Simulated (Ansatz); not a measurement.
Isolated molecules relaxed with PBE0-D4/def2-TZVP in Ansatz; ΔE leaves out vibrations. CBS: MP2 limit from def2 TZ/QZ plus the TZ coupled-cluster correction, frozen cores. DFT in def2-TZVPP. B3LYP here is the variant with VWN-RPA as its local correlation; programs differ in this. One conformer a species, not always the lowest.

`[SiH3][SiH2]OBCl` + `CC(=O)O` → `CC(=O)OBCl` + `O[SiH2][SiH3]`  (ligand exchange at a B–O bond)

Task: Is it downhill or uphill in electronic energy at CCSD(T)/CBS, and by how much? (Estimate.)

Result: Computed: Uphill: ΔE = +9.2 kcal/mol.

Task: What do these levels give: PBE-D4, B3LYP-D4, ωB97X-V, B2PLYP, PBE, r2SCAN, HF/def2-TZVPP, SCS-MP2/def2-TZVPP, HF/def2-QZVPP, SCS-MP2/def2-QZVPP, HF/CBS(def2), CCSD/CBS(def2)? (Estimate.)

Result: Computed: PBE-D4 9.9, B3LYP-D4 9.8, ωB97X-V 9.6, B2PLYP 9.3, PBE 9.5, r2SCAN 9.7, HF/def2-TZVPP 9.3, SCS-MP2/def2-TZVPP 9.2, HF/def2-QZVPP 9.2, SCS-MP2/def2-QZVPP 9.2, HF/CBS(def2) 9.2, CCSD/CBS(def2) 9.2 kcal/mol.

Largest T1 diagnostic among the species: 0.015.
